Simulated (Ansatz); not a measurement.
Crystal: AlCo3.

```
CELL_PARAMETERS angstrom
3.57495 0.00000 0.00000
0.00000 3.57495 0.00000
0.00000 0.00000 3.57495
ATOMIC_POSITIONS crystal
Co 0.00000 0.50000 0.50000
Co 0.50000 0.00000 0.50000
Co 0.50000 0.50000 0.00000
Al 0.00000 0.00000 0.00000
```

The cell comes from a database or a generator and needn't be the stable form of this composition.

Base run:

```yaml
Program: Ansatz 0.2.0
Functional: PBEsol
Potentials_or_basis: Ansatz PAW
Cutoff: "420 eV (not typed: the program's choice for these potentials)"
k_mesh: 8 × 8 × 8
Occupations: fermi-dirac, width 0.05 eV
Spin: collinear spin, random start
Starting_moments: "[1.78, -1.06, 0.72, 0.0] μB"
```

Its results: band gap on the k mesh none (metal or under the smearing width); pressure -7.4 GPa.

Q: After a change of settings the same cell gave: band gap on the k mesh none (metal or under the smearing width); pressure -13.8 GPa. Which change was it?
A. spin from collinear spin, random start to collinear spin, ferromagnetic start; moments at the start from [1.78, -1.06, 0.72, 0.0] to [2.0, 2.0, 2.0, 0.0]
B. spin from collinear spin, random start to collinear spin, ferromagnetic start; moments at the start from [1.78, -1.06, 0.72, 0.0] to [3.5, 3.5, 3.5, 0.0]
C. spin from collinear spin, random start to no spin polarisation
D. spin from collinear spin, random start to collinear spin, antiferromagnetic start; moments at the start from [1.78, -1.06, 0.72, 0.0] to [2.0, -2.0, 2.0, 0.0]

A: C.

Caveats: the PAW data sets come from PBE, with cores solved anew for the run's functional, which leaves a small shift of forces and pressure; the starting moments weren't kept (some runs).
